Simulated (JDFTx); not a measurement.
Here is a JDFTx 1.7.0 (patched build) calculation.

File bands.in:

```
lattice \
    0.0000000000     4.5825858522     4.5825858522 \
    4.5825858522     0.0000000000     4.5825858522 \
    4.5825858522     4.5825858522     0.0000000000
coords-type Lattice
ion S      0.7500000000     0.7500000000     0.7500000000 1
ion Be     0.0000000000     0.0000000000     0.0000000000 1

ion-species pseudo/S.upf
ion-species pseudo/Be.upf
elec-cutoff 40 320
elec-ex-corr gga-PBEsol
elec-smearing Fermi 0.0018374661
elec-n-bands 10
electronic-minimize nIterations 30 energyDiffThreshold 1e-06
davidson-band-ratio 1.3
forces-output-coords Cartesian
include path.kpoints
symmetries none
fix-electron-density run.$VAR

dump-name bands.$VAR
dump End Ecomponents EigStats BandEigs Kpoints Forces
```

File path.kpoints:

```
kpoint +0.0000000000 +0.0000000000 +0.0000000000 0.020000000000
kpoint +0.0714285714 +0.0000000000 +0.0714285714 0.020000000000
kpoint +0.1428571429 +0.0000000000 +0.1428571429 0.020000000000
kpoint +0.2142857143 +0.0000000000 +0.2142857143 0.020000000000
kpoint +0.2857142857 +0.0000000000 +0.2857142857 0.020000000000
kpoint +0.3571428571 +0.0000000000 +0.3571428571 0.020000000000
kpoint +0.4285714286 +0.0000000000 +0.4285714286 0.020000000000
kpoint +0.5000000000 +0.0000000000 +0.5000000000 0.020000000000
kpoint +0.5000000000 +0.0833333333 +0.5833333333 0.020000000000
kpoint +0.5000000000 +0.1666666667 +0.6666666667 0.020000000000
kpoint +0.5000000000 +0.2500000000 +0.7500000000 0.020000000000
kpoint +0.4375000000 +0.3125000000 +0.7500000000 0.020000000000
kpoint +0.3750000000 +0.3750000000 +0.7500000000 0.020000000000
kpoint +0.3281250000 +0.3281250000 +0.6562500000 0.020000000000
kpoint +0.2812500000 +0.2812500000 +0.5625000000 0.020000000000
kpoint +0.2343750000 +0.2343750000 +0.4687500000 0.020000000000
kpoint +0.1875000000 +0.1875000000 +0.3750000000 0.020000000000
kpoint +0.1406250000 +0.1406250000 +0.2812500000 0.020000000000
kpoint +0.0937500000 +0.0937500000 +0.1875000000 0.020000000000
kpoint +0.0468750000 +0.0468750000 +0.0937500000 0.020000000000
kpoint +0.0000000000 +0.0000000000 +0.0000000000 0.020000000000
kpoint +0.0833333333 +0.0833333333 +0.0833333333 0.020000000000
kpoint +0.1666666667 +0.1666666667 +0.1666666667 0.020000000000
kpoint +0.2500000000 +0.2500000000 +0.2500000000 0.020000000000
kpoint +0.3333333333 +0.3333333333 +0.3333333333 0.020000000000
kpoint +0.4166666667 +0.4166666667 +0.4166666667 0.020000000000
kpoint +0.5000000000 +0.5000000000 +0.5000000000 0.020000000000
kpoint +0.5250000000 +0.4500000000 +0.5250000000 0.020000000000
kpoint +0.5500000000 +0.4000000000 +0.5500000000 0.020000000000
kpoint +0.5750000000 +0.3500000000 +0.5750000000 0.020000000000
kpoint +0.6000000000 +0.3000000000 +0.6000000000 0.020000000000
kpoint +0.6250000000 +0.2500000000 +0.6250000000 0.020000000000
kpoint +0.5625000000 +0.2500000000 +0.6875000000 0.020000000000
kpoint +0.5000000000 +0.2500000000 +0.7500000000 0.020000000000
kpoint +0.5000000000 +0.2916666667 +0.7083333333 0.020000000000
kpoint +0.5000000000 +0.3333333333 +0.6666666667 0.020000000000
kpoint +0.5000000000 +0.3750000000 +0.6250000000 0.020000000000
kpoint +0.5000000000 +0.4166666667 +0.5833333333 0.020000000000
kpoint +0.5000000000 +0.4583333333 +0.5416666667 0.020000000000
kpoint +0.5000000000 +0.5000000000 +0.5000000000 0.020000000000
kpoint +0.4791666667 +0.4791666667 +0.5416666667 0.020000000000
kpoint +0.4583333333 +0.4583333333 +0.5833333333 0.020000000000
kpoint +0.4375000000 +0.4375000000 +0.6250000000 0.020000000000
kpoint +0.4166666667 +0.4166666667 +0.6666666667 0.020000000000
kpoint +0.3958333333 +0.3958333333 +0.7083333333 0.020000000000
kpoint +0.3750000000 +0.3750000000 +0.7500000000 0.020000000000
kpoint +0.6250000000 +0.2500000000 +0.6250000000 0.020000000000
kpoint +0.5833333333 +0.1666666667 +0.5833333333 0.020000000000
kpoint +0.5416666667 +0.0833333333 +0.5416666667 0.020000000000
kpoint +0.5000000000 +0.0000000000 +0.5000000000 0.020000000000
```

Potentials or basis: SG15-PBE-1.2 with smoothed tails.

Run with:

```sh
$ jdftx -c 1 -i bands.in -o bands.out
```

Task: What does it give for the band gap along the path?

Result: 2.93 eV, indirect (least direct gap 5.54 eV).

Levels at the corners of the path, in eV from the valence-band top:
| point | band 2 | band 3 | band 4 | band 5 | band 6 | band 7 | band 8 |
| --- | --- | --- | --- | --- | --- | --- | --- |
| Γ | -13.73 | 0.00 | 0.00 | 0.00 | 5.60 | 5.60 | 5.60 |
| X | -11.54 | -5.09 | -2.69 | -2.69 | 2.93 | 4.81 | 12.73 |
| W | -11.48 | -4.30 | -3.95 | -3.43 | 6.33 | 7.97 | 8.33 |
| K | -11.55 | -4.61 | -4.19 | -2.23 | 4.21 | 7.42 | 10.50 |
| Γ | -13.73 | 0.00 | 0.00 | 0.00 | 5.60 | 5.60 | 5.60 |
| L | -12.09 | -5.88 | -1.05 | -1.05 | 5.37 | 6.48 | 6.48 |
| U | -11.55 | -4.61 | -4.19 | -2.23 | 4.21 | 7.42 | 10.50 |
| W | -11.48 | -4.30 | -3.95 | -3.43 | 6.33 | 7.97 | 8.33 |
| L | -12.09 | -5.88 | -1.05 | -1.05 | 5.37 | 6.48 | 6.48 |
| K | -11.55 | -4.61 | -4.19 | -2.23 | 4.21 | 7.42 | 10.50 |
| U | -11.55 | -4.61 | -4.19 | -2.23 | 4.21 | 7.42 | 10.50 |
| X | -11.54 | -5.09 | -2.69 | -2.69 | 2.93 | 4.81 | 12.73 |
